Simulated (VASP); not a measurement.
VASP 6.6.1, PBE0 single-point calculation, SnSe2 (1T (CdI2) bulk)

INCAR, step 1 (PBE orbitals to start from)

```
LWAVE = .TRUE.
NBANDS = 20
LCHARG = .FALSE.
SIGMA = 0.01
PREC = Accurate
LREAL = .FALSE.
EDIFF = 1E-5
ISMEAR = 0
GGA = PE
ENCUT = 520
LASPH = .TRUE.
NELM = 120
```

INCAR, step 2

```
ISIF = 2
AEXX = 0.25
EDIFF = 1E-7
ISMEAR = 0
LHFCALC = .TRUE.
NELM = 120
PREC = Accurate
ENCUT = 520
ISTART = 1
PRECFOCK = Fast
LWAVE = .FALSE.
SIGMA = 0.01
HFRCUT = -1
LREAL = .FALSE.
NSW = 0
GGA = PE
LCHARG = .FALSE.
NBANDS = 20
IBRION = -1
ALGO = Normal
LASPH = .TRUE.
```

KPOINTS

```
KPOINTS created by Atomic Simulation Environment
0
Gamma
6 6 4
0 0 0
```

KPOINTS_OPT

```
special points
8
Reciprocal
0.0000000000 0.0000000000 0.0000000000 1
0.5000000000 0.0000000000 0.0000000000 1
0.3333333333 0.3333333333 0.0000000000 1
0.0000000000 0.0000000000 0.5000000000 1
0.5000000000 0.0000000000 0.5000000000 1
0.3333333333 0.3333333333 0.5000000000 1
0.0833333333 0.0833333333 0.0000000000 1
0.5000000000 0.0000000000 0.3500000000 1
```

POSCAR

```
Sn Se
 1.0000000000000000
     3.8251493340507654    0.0000000000000000   -0.0000000000000000
    -1.9125746670253827    3.3126764965570907   -0.0000000000000000
    -0.0000000000000000   -0.0000000000000000    6.2270788927462952
 Sn  Se
   1   2
Cartesian
  0.0000000000000000  0.0000000000000000 -0.0000000000000000
 -0.0000000000000001  2.2084509977047269  1.5759381138061268
  1.9125746670253825  1.1042254988523634  4.6511407789401682
```

VASP ran with the recommended PBE PAW datasets (26 valence electrons in the cell).

Command

```
mpirun -np 1 vasp_std
```

From OUTCAR

```
k-points           NKPTS =     24   k-points in BZ     NKDIM =    144   number of bands    NBANDS=     20

   NELECT =      26.0000    total number of electrons

   dimension x,y,z NGX =    28 NGY =   28 NGZ =   48
   dimension x,y,z NGXF=    56 NGYF=   56 NGZF=   96

  energy-cutoff  :      520.00
  volume of cell :       78.91
      direct lattice vectors                 reciprocal lattice vectors
     3.825149334  0.000000000  0.000000000     0.261427702  0.150935354  0.000000000
    -1.912574667  3.312676497  0.000000000     0.000000000  0.301870708  0.000000000
     0.000000000  0.000000000  6.227078893     0.000000000  0.000000000  0.160588940

 k-points in reciprocal lattice and weights: KPOINTS created by Atomic Simulation Env
   0.00000000  0.00000000  0.00000000       0.007
   0.16666667 -0.00000000  0.00000000       0.042
   0.33333333  0.00000000  0.00000000       0.042
   0.50000000 -0.00000000  0.00000000       0.021
   0.16666667  0.16666667  0.00000000       0.042
   0.33333333  0.16666667  0.00000000       0.083
   0.33333333  0.33333333  0.00000000       0.014
   0.00000000  0.00000000  0.25000000       0.014
   ...

 E-fermi :   3.0716

 k-point     1 :       0.0000    0.0000    0.0000
  band No.  band energies     occupation
      1     -20.3160      2.00000
      2     -20.3160      2.00000
      3     -20.2621      2.00000
      4     -20.2523      2.00000
      5     -20.2523      2.00000
      6     -12.1110      2.00000
      7     -10.3076      2.00000
      8      -3.6236      2.00000
      9       2.4226      2.00000
     10       2.4226      2.00000
     11       2.7500      2.00000
     12       2.7500      2.00000
     13       2.9024      2.00000
     14       5.4391      0.00000
     15       7.6223      0.00000
     16       9.3550      0.00000
     17       9.3550      0.00000
     18      12.7756      0.00000
     19      13.7682      0.00000
     20      13.7682      0.00000

 k-point     2 :       0.1667   -0.0000    0.0000
  band No.  band energies     occupation
      1     -20.3294      2.00000
      2     -20.3089      2.00000
      3     -20.2592      2.00000
      4     -20.2530      2.00000
      5     -20.2494      2.00000
      6     -11.8226      2.00000
      7     -10.1295      2.00000
      8      -3.5537      2.00000
      9       0.2906      2.00000
     10       1.4751      2.00000
     11       1.5652      2.00000
     12       2.9258      2.00000
     13       3.0184      2.00000
     14       6.7283      0.00000
     15       8.3135      0.00000
     16       9.4742      0.00000
     17       9.8253      0.00000
     18      11.9414      0.00000
     19      12.9843      0.00000
     20      14.0686      0.00000

 k-point     3 :       0.3333    0.0000    0.0000
  band No.  band energies     occupation
      1     -20.3586      2.00000
      2     -20.3000      2.00000
      3     -20.2685      2.00000
      4     -20.2376      2.00000
      5     -20.2367      2.00000
      6     -11.0401      2.00000
      7      -9.8022      2.00000
      8      -3.9965      2.00000
      9      -1.3135      2.00000
     10      -0.0530      2.00000
     11       0.6668      2.00000
     12       2.4034      2.00000
     13       2.8839      2.00000
     14       5.9290      0.00000
     15       8.5485      0.00000
     16      10.1373      0.00000
     17      10.3472      0.00000
     18      11.2856      0.00000
     19      13.8278      0.00000
     20      14.5925      0.00000

 k-point     4 :       0.5000   -0.0000    0.0000
  band No.  band energies     occupation
      1     -20.3734      2.00000
      2     -20.2982      2.00000
      3     -20.2730      2.00000
      4     -20.2291      2.00000
      5     -20.2282      2.00000
      6     -10.3667      2.00000
      7      -9.8122      2.00000
      8      -4.6307      2.00000
      9      -1.7294      2.00000
     10      -0.1635      2.00000
     11       0.3252      2.00000
     12       1.7269      2.00000
     13       2.7638      2.00000
     14       5.5123      0.00000
     15       8.3497      0.00000
     16       9.9546      0.00000
     17      10.0693      0.00000
     18      11.7768      0.00000
     19      14.7838      0.00000
     20      15.4947      0.00000

 k-point     5 :       0.1667    0.1667    0.0000
  band No.  band energies     occupation
      1     -20.3451      2.00000
      2     -20.3073      2.00000
      3     -20.2611      2.00000
      4     -20.2513      2.00000
      5     -20.2364      2.00000
      6     -11.2808      2.00000
      7      -9.8671      2.00000
      8      -3.7412      2.00000
      9      -0.6382      2.00000
     10      -0.5173      2.00000
     11       1.5806      2.00000
     12       1.7928      2.00000
     13       2.8447      2.00000
     14       6.6192      0.00000
     15       9.6691      0.00000
     16       9.7019      0.00000
     17      10.3846      0.00000
     18      11.5684      0.00000
     19      11.7147      0.00000
     20      14.9887      0.00000

 k-point     6 :       0.3333    0.1667    0.0000
  band No.  band energies     occupation
      1     -20.3594      2.00000
      2     -20.3102      2.00000
      3     -20.2646      2.00000
      4     -20.2398      2.00000
      5     -20.2284      2.00000
      6     -10.4481      2.00000
      7      -9.7297      2.00000
      8      -4.5359      2.00000
      9      -1.4073      2.00000
     10      -0.4898      2.00000
     11       0.1731      2.00000
     12       1.5191      2.00000
     13       2.0991      2.00000
     14       5.9590      0.00000
     15       9.9288      0.00000
     16      10.0585      0.00000
     17      10.9760      0.00000
     18      11.5914      0.00000
     19      13.4091      0.00000
     20      14.8613      0.00000

 k-point     7 :       0.3333    0.3333    0.0000
  band No.  band energies     occupation
      1     -20.3371      2.00000
      2     -20.3371      2.00000
      3     -20.2488      2.00000
      4     -20.2488      2.00000
      5     -20.2314      2.00000
      6      -9.8971      2.00000
      7      -9.8971      2.00000
      8      -4.8638      2.00000
      9      -0.8631      2.00000
     10      -0.8631      2.00000
     11      -0.5152      2.00000
     12       1.3455      2.00000
     13       1.3455      2.00000
     14       5.6887      0.00000
     15      11.1907      0.00000
     16      11.1907      0.00000
     17      12.0205      0.00000
     18      12.3049      0.00000
     19      13.2806      0.00000
     20      13.2806      0.00000

 k-point     8 :       0.0000    0.0000    0.2500
  band No.  band energies     occupation
      1     -20.3161      2.00000
      2     -20.3161      2.00000
      3     -20.2621      2.00000
      4     -20.2523      2.00000
      5     -20.2523      2.00000
      6     -12.0208      2.00000
      7     -10.4913      2.00000
      8      -3.1695      2.00000
      9       1.7105      2.00000
     10       2.3544      2.00000
     11       2.3544      2.00000
     12       2.8452      2.00000
     13       2.8452      2.00000
     14       6.3422      0.00000
     15       7.6138      0.00000
     16       9.2033      0.00000
     17       9.2033      0.00000
     18      12.9417      0.00000
     19      13.4344      0.00000
     20      13.4344      0.00000

 k-point     9 :       0.1667   -0.0000    0.2500
  band No.  band energies     occupation
      1     -20.3295      2.00000
      2     -20.3089      2.00000
      3     -20.2592      2.00000
      4     -20.2530      2.00000
      5     -20.2494      2.00000
      6     -11.7355      2.00000
      7     -10.2974      2.00000
      8      -3.2034      2.00000
      9       0.2413      2.00000
     10       1.2661      2.00000
     11       1.5719      2.00000
     12       2.5601      2.00000
     13       3.0219      2.00000
     14       6.9549      0.00000
     15       8.3726      0.00000
     16       9.6466      0.00000
     17       9.6664      0.00000
     18      11.5970      0.00000
     19      13.0002      0.00000
     20      14.0041      0.00000

 k-point    10 :       0.0000    0.1667    0.2500
  band No.  band energies     occupation
      1     -20.3295      2.00000
      2     -20.3089      2.00000
      3     -20.2592      2.00000
      4     -20.2530      2.00000
      5     -20.2494      2.00000
      6     -11.7350      2.00000
      7     -10.2960      2.00000
      8      -3.2690      2.00000
      9       0.5588      2.00000
     10       1.4217      2.00000
     11       1.6857      2.00000
     12       2.1162      2.00000
     13       2.8251      2.00000
     14       6.4940      0.00000
     15       8.8042      0.00000
     16       9.8766      0.00000
     17      10.0077      0.00000
     18      11.9200      0.00000
     19      12.7690      0.00000
     20      13.7242      0.00000

 ...

  Total       -0.0708478     -0.0708478     -0.1025460      0.0000000     -0.0000000      0.0000000
  in kB       -1.4385515     -1.4385515     -2.0821765      0.0000000     -0.0000000      0.0000000
  external PRESSURE =      -1.6530932 kB  Pullay stress =       0.0000000 kB

 POSITION                                       TOTAL-FORCE (eV/Angst)
 -----------------------------------------------------------------------------------
      0.00000      0.00000      0.00000        -0.000000      0.000000      0.000000
      0.00000      2.20845      1.57594         0.000000     -0.000000     -0.259332
      1.91257      1.10423      4.65114        -0.000000      0.000000      0.259332
 -----------------------------------------------------------------------------------
    total drift:                                0.000000      0.000000      0.000000

  FREE ENERGIE OF THE ION-ELECTRON SYSTEM (eV)
  ---------------------------------------------------
  free  energy   TOTEN  =       -16.0473228199 eV

  energy  without entropy=      -16.0473228199  energy(sigma->0) =      -16.04732282
```

The gap between bands v and c is 2.00 eV and the least direct gap is 2.54 eV. The pressure is -0.2 GPa. The largest force is 0.26 eV/Å.

Band v is the last that the valence electrons fill when counted band by band, and c is the next.

The run (its last step) took about 39 min on one core of a shared host (Intel Xeon 6975P-C) and held 0.32 GiB at most.
